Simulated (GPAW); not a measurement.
Cl:

```
Cl
1.0
     3.14500   -2.25000    0.00000
     3.14500    2.25000    0.00000
     0.00000    0.00000    8.21000
Cl
4
Direct
  0.37000 0.63000 0.40000
  0.13000 0.87000 0.90000
  0.63000 0.37000 0.60000
  0.87000 0.13000 0.10000
```

| Item | Value |
| --- | --- |
| Program | GPAW 26.7.0 |
| Task | relaxation of cell and atoms |
| Functional | RPBE |
| Dispersion | D4 |
| Potentials or basis | the program's PAW data sets (release 1.2.1) made for this functional |
| Cutoff | 600 eV |
| Basis | pw |
| k mesh | 5 × 5 × 3 |
| Occupations | fermi-dirac, width 0.05 eV |
| Spin | no spin polarisation |

At the start: pressure -0.0 GPa; volume 29.05 Å³/atom.

Where does the relaxation end?

Over 22 steps the energy falls by 7.5 meV/atom and the volume is 27.44 Å³/atom (-5.5 %); space group Cmce (No. 64, to 0.05 Å).

Step by step:
```csv
step,energy change (eV),largest force (eV/Å),pressure (GPa),volume (Å³)
1,0.0000,0.1991,-0.04,116.19
2,-0.0020,0.1237,-0.20,116.18
3,-0.0039,0.0772,-0.45,116.06
4,-0.0052,0.1088,-0.56,115.86
5,-0.0098,0.2126,-0.77,114.85
6,-0.0147,0.2643,-0.81,113.30
7,-0.0189,0.2065,-0.57,111.83
8,-0.0215,0.0652,-0.21,111.22
9,-0.0220,0.0320,-0.07,111.26
10,-0.0221,0.0360,-0.05,111.24
11,-0.0233,0.0993,0.11,110.71
12,-0.0245,0.1352,0.22,109.85
13,-0.0255,0.1158,0.25,108.57
14,-0.0259,0.0507,0.17,107.89
15,-0.0261,0.0079,0.07,107.80
16,-0.0261,0.0107,0.06,107.82
17,-0.0263,0.0327,0.01,107.92
18,-0.0268,0.0498,-0.04,108.10
19,-0.0278,0.0807,-0.14,108.66
20,-0.0288,0.0770,-0.16,109.20
21,-0.0298,0.0368,-0.10,109.71
22,-0.0299,0.0075,-0.04,109.77
```

Final structure:
```cif
data_structure
_symmetry_space_group_name_H-M 'P 1'
_symmetry_Int_Tables_number 1
_cell_length_a 3.8727
_cell_length_b 3.8727
_cell_length_c 8.0603
_cell_angle_alpha 90.000
_cell_angle_beta 90.000
_cell_angle_gamma 65.235
_cell_volume 109.77
loop_
_atom_site_label
_atom_site_type_symbol
_atom_site_fract_x
_atom_site_fract_y
_atom_site_fract_z
_atom_site_occupancy
Cl1 Cl 0.37259 0.62741 0.39221 1
Cl2 Cl 0.12753 0.87247 0.89222 1
Cl3 Cl 0.62741 0.37259 0.60779 1
Cl4 Cl 0.87247 0.12753 0.10778 1
```

Caveat: later steps reuse the first step's grids.
